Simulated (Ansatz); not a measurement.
# Compressing Co: a fit and a missing row

Co, P6_3/mmc, a = 2.492 Å, c = 4.034 Å. Ansatz: PBE, PAW, 420 eV, Γ-centred 18×18×10 mesh on 2 atoms, Gaussian smearing 0.10 eV; collinear spin, largest moment 1.7 μB. Shape and atoms are relaxed at each volume; pressure is positive in compression.

| V (Å³/atom) | P (GPa) |
| --- | --- |
| 9.547 | ? |
| 9.873 | 25.69 |
| 10.198 | 15.61 |
| 10.524 | 7.16 |
| 10.849 | -0.02 |
| 11.175 | -6.05 |
| 11.500 | -10.98 |
| 11.934 | -16.10 |

Question: Take V0 = 10.849 Å³/atom, count pressures from its P0 = -0.02 GPa, fit the third-order Birch–Murnaghan form to the other rows, and predict the missing pressure.

Answer: With the Eulerian strain f = ½[(V0/V)^(2/3) − 1] and y = (P − P0)/[3f(1 + 2f)^(5/2)], the form is the line y = B0 + 1.5 B0 (B0′ − 4) f. Rows (f, y): 0.03243, 225.8; 0.02106, 223.1; 0.01024, 222.2; -0.00977, 216.1; -0.01905, 211.3; -0.03078, 204.1. Means f = 0.0006883, y = 217.10; Σ(Δf)² = 0.003003, ΣΔfΔy = 0.9811; the slope is their ratio. y = 216.9 + 326.7 f GPa, so B0 = 216.9 GPa and B0′ = 4 + 2 × (326.7)/(3 × 216.9) = 5.00. At V = 9.547, f = 0.04448, y = 231.43 and P = 38.20 GPa. The run gave 37.65 GPa, so the fit is 0.55 GPa too high, 1 % of the span of the series, against an rms of 0.12 GPa on the fitted rows. The row lies outside the fitted range. A fourth-order term fitted to the same rows gives P = 37.10 GPa at this row's volume (the line 38.20, the run 37.65), no gain.